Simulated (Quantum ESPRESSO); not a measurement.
InP:

```xyz
2
Lattice="0.0000 2.9305 2.9305 2.9305 0.0000 2.9305 2.9305 2.9305 0.0000" Properties=species:S:1:pos:R:3 pbc="T T T"
In    0.0000    0.0000    0.0000
P     4.3957    4.3957    4.3957
```

| Item | Value |
| --- | --- |
| Program | Quantum ESPRESSO 7.5 |
| Task | phonons |
| Functional | PBE |
| Potentials or basis | JTH 2.0 PBE |
| Cutoff | 490 eV |
| Density cutoff | 2939 eV |
| k mesh | 8 × 8 × 8, shifted |
| Occupations | fermi-dirac, width 0.05 eV |
| Spin | no spin polarisation |
| Mixing beta | 0.5 |
| Most SCF iterations | 120 |
| SCF threshold | 4e-10 Ry |

The first run showed a gap, so the response started from a second, tighter run with fixed occupations.

Question: Which optical modes does the crystal have at the zone centre, and which show in infrared and Raman spectra?

Answer: The optical modes are T2. Infrared active: T2. Raman active: T2.

Optical modes at Γ, degenerate ones joined, polar ones without the macroscopic field:
| cm⁻¹ | components | symmetry | active in | IR intensity, summed ((D/Å)²/amu) |
| --- | --- | --- | --- | --- |
| 289 | 3 | T2 | IR and Raman | 19.24 |

Caveat: the shifted mesh misses Γ, where the gap is smaller or closed, so treating the crystal as an insulator may be wrong and the dielectric response too small.
